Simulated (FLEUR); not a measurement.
# Ge (Fd-3m) in FLEUR: further runs, part 2 of 2

FLEUR MaX-R8.1 (later development tree).

## (5) Equation of state, PBEsol, 22.64 Å³/atom

inp.xml

```xml
<?xml version="1.0" encoding="UTF-8" standalone="no"?>
<fleurInput fleurInputVersion="0.39">
   <comment>
      Ge                                                                                                  
   </comment>
   <calculationSetup>
      <cutoffs Kmax="4.71" Gmax="14.6" GmaxXC="14.6" numbands="0"/>
      <scfLoop itmax="60" minDistance="0.00001" maxIterBroyd="15" imix="Anderson" alpha="0.05" precondParam="0.0" spinf="2.0" sdNocoIR="T"/>
      <coreElectrons ctail="T" frcor="F" kcrel="0" coretail_lmax="0"/>
      <xcFunctional name="PBEs" relativisticCorrections="F"/>
      <magnetism jspins="1"/>
      <soc l_soc="F" theta="0.0" phi="0.0" spav="F"/>
      <expertModes spex="0" secvar="F"/>
      <geometryOptimization l_f="F" forcealpha="1.0" forcemix="BFGS" epsdisp="0.00001" epsforce="0.00001"/>
      <ldaU l_linMix="F" mixParam="0.05" spinf="1.0"/>
   </calculationSetup>
   <cell>
      <bzIntegration valenceElectrons="44.0" mode="hist" fermiSmearingEnergy="0.00183747">
         <kPointListSelection listName="default-1"/>
         <!-- k-points included here -->
         <xi:include xmlns:xi="http://www.w3.org/2001/XInclude" href="kpts.xml"> </xi:include>
      </bzIntegration>
      <!-- symmetry operations included here -->
      <xi:include xmlns:xi="http://www.w3.org/2001/XInclude" href="sym.xml"> </xi:include>
      <bulkLattice scale="1.0000000000">
         <bravaisMatrix>
            <row-1>    0.0000000000000000     5.3458651311421859     5.3458651311421859</row-1>
            <row-2>    5.3458651311421859     0.0000000000000000     5.3458651311421859</row-2>
            <row-3>    5.3458651311421859     5.3458651311421859     0.0000000000000000</row-3>
         </bravaisMatrix>
      </bulkLattice>
   </cell>
   <atomSpecies>
      <species name="Germanium (Ge)" element="Ge" atomicNumber="32">
         <mtSphere radius="2.08" gridPoints="707" logIncrement="0.017"/>
         <atomicCutoffs lmax="9" lnonsphr="7"/>
         <electronConfig flipSpins="F">
            <coreConfig>(1s1/2) (2s1/2) (2p1/2) (2p3/2)</coreConfig>
            <valenceConfig>(3s1/2) (3p1/2) (3p3/2) (4s1/2) (3d3/2) (3d5/2) (4p1/2) (4p3/2)</valenceConfig>
            <stateOccupation state="(4p1/2)" spinUp="0.333333" spinDown="0.333333"/>
            <stateOccupation state="(4p3/2)" spinUp="0.666667" spinDown="0.666667"/>
         </electronConfig>
         <energyParameters s="4" p="4" d="3" f="4"/>
         <lo type="SCLO" l="0" n="3" eDeriv="0"/>
         <lo type="SCLO" l="1" n="3" eDeriv="0"/>
         <lo type="SCLO" l="1" n="3" eDeriv="1"/>
         <lo type="HELO" l="2" n="4" eDeriv="0"/>
         <lo type="HELO" l="2" n="4" eDeriv="1"/>
         <lo type="SCLO" l="3" n="4" eDeriv="2"/>
      </species>
   </atomSpecies>
   <atomGroups>
      <atomGroup species="Germanium (Ge)">
         <relPos label="                   1">-3.000/8.000 -3.000/8.000 -3.000/8.000</relPos>
         <relPos label="                   2">3.000/8.000 3.000/8.000 3.000/8.000</relPos>
         <force calculate="T" relaxXYZ="TTT"/>
      </atomGroup>
   </atomGroups>
   <output dos="F" band="F" slice="F">
      <checks vchk="F" cdinf="F"/>
      <bandDOS minEnergy="-.5*Htr" maxEnergy="0.5*Htr" sigma="0.015" storeEVData="T"/>
      <vacuumDOS vacdos="F" integ="F" star="F" nstars="0" locx1="0.0" locy1="0.0" locx2="0.0" locy2="0.0" nstm="0" tworkf="0.0"/>
      <unfoldingBand unfoldBand="F" supercellX="1" supercellY="1" supercellZ="1"/>
      <plotting iplot="0" polar="F">
         <plot TwoD="T" vec1="  1.0  0.0  0.0" vec2="  0.0  1.0  0.0" vec3="  0.0  0.0  1.0" zero="  0.0  0.0  0.0" file="plot"/>
      </plotting>
      <chargeDensitySlicing numkpt="0" minEigenval="0.0" maxEigenval="0.0" nnne="0" pallst="F"/>
      <specialOutput eonly="F"/>
      <moessbauerParams electricFieldGradient="T" isomerShift="T" coreHyperfine="T" valenceHyperfine="T"/>
      <magneticCircularDichroism mcd="F" energyLo="-10.0" energyUp="0.0"/>
   </output>
  <!-- We include the file relax.xml here to enable relaxations (see documentation) -->
  <xi:include xmlns:xi="http://www.w3.org/2001/XInclude" href="relax.xml"> <xi:fallback/> </xi:include>
</fleurInput>
```

Command:

```
inpgen -f crystal.txt -profile fastHighL
# inp.xml edited to the form shown
fleur_MPI
```

Wall time 73 s (1 thread of AMD EPYC, shared host); peak memory 0.08 GiB.

Results (log left out):

| Item | Value |
| --- | --- |
| Free energy | -114155.0448 eV |
| Band gap on the k mesh | none (metal or under the smearing width) |
| Valence electrons inside the program's atomic spheres | Ge 19.78 (radii Ge 2.08 bohr) |

## (6) Equation of state, PBEsol, 23.54 Å³/atom (volume scaled by 1.04)

Edit inp.xml of step 5 so:

```diff
@@ -24,3 +24,3 @@
       <xi:include xmlns:xi="http://www.w3.org/2001/XInclude" href="sym.xml"> </xi:include>
-      <bulkLattice scale="1.0000000000">
+      <bulkLattice scale="1.0131594038">
          <bravaisMatrix>
```

Potentials or basis: all-electron, FLAPW.

Command:

```
inpgen -f crystal.txt -profile fastHighL
# inp.xml edited to the form shown
fleur_MPI
```

Wall time 79 s (1 thread of AMD EPYC, shared host); peak memory 0.08 GiB.

It converged, with:

```yaml
Free_energy: -114155.0376 eV
Band_gap_on_the_k_mesh: none (metal or under the smearing width)
Valence_electrons_inside_the_program's_atomic_spheres: Ge 19.75 (radii Ge 2.08 bohr)
```

## (7) Equation of state, PBEsol, 24.00 Å³/atom (volume scaled by 1.06)

Edit inp.xml of step 6 so:

```diff
@@ -24,3 +24,3 @@
       <xi:include xmlns:xi="http://www.w3.org/2001/XInclude" href="sym.xml"> </xi:include>
-      <bulkLattice scale="1.0131594038">
+      <bulkLattice scale="1.0196128224">
          <bravaisMatrix>
```

Command:

```
inpgen -f crystal.txt -profile fastHighL
# inp.xml edited to the form shown
fleur_MPI
```

Run time: 81 s. Hardware: 1 thread of AMD EPYC, shared host; peak memory 0.08 GiB.

It converged, with:

- Free energy: -114155.0240 eV
- Band gap on the k mesh: none (metal or under the smearing width)
- Valence electrons inside the program's atomic spheres: Ge 19.74 (radii Ge 2.08 bohr)

## (8) Equation of state, PBEsol

Potentials or basis: all-electron, FLAPW.

No new run: the results of the series are fitted here.

What came out:

```yaml
Equilibrium_volume: 22.85 Å³/atom
Bulk_modulus: 66 GPa
Pressure_derivative_of_the_bulk_modulus: "4.5 (rough: it moves with the points fitted)"
```

Energy against volume, from the lowest point:
| volume (Å³/atom) | energy (meV/atom) |
| --- | --- |
| 21.281 | 25.13 |
| 21.733 | 11.97 |
| 22.639 | 0.00 |
| 23.545 | 3.60 |
| 23.997 | 10.42 |

## (9) How close it comes

Step 2. A measured gap of Ge is 0.666 eV (indirect; 293 K; “Electronic and optical properties of SixGe1-x-ySny alloys lattice-matched to Ge”, 2021, arxiv:2109.02782); the calculated 0.00 eV misses it by -0.67 eV. 3 values of this kind are on record (0.666 to 0.807 eV); this one was drawn at random among those near their median. Spin-orbit coupling on Ge is left out. The value is that of PBEsol, without temperature or zero-point motion. Semilocal functionals fall short of measured gaps as a rule.

Step 8. Measured bulk modulus of Ge: 75.8 GPa (quoted in “Sub-monolayer structures of Ag overlayers on Ge(111): experimental observations and first-principles study”, 2019, arxiv:1908.00180). This calculation gives 66 GPa (-12.3 %). The fit is for a static lattice scaled at fixed shape and fixed fractional positions. The cell as given is a measured one (22.64 Å³/atom); PBEsol puts the equilibrium volume +0.9 % from it, thermal expansion not counted.
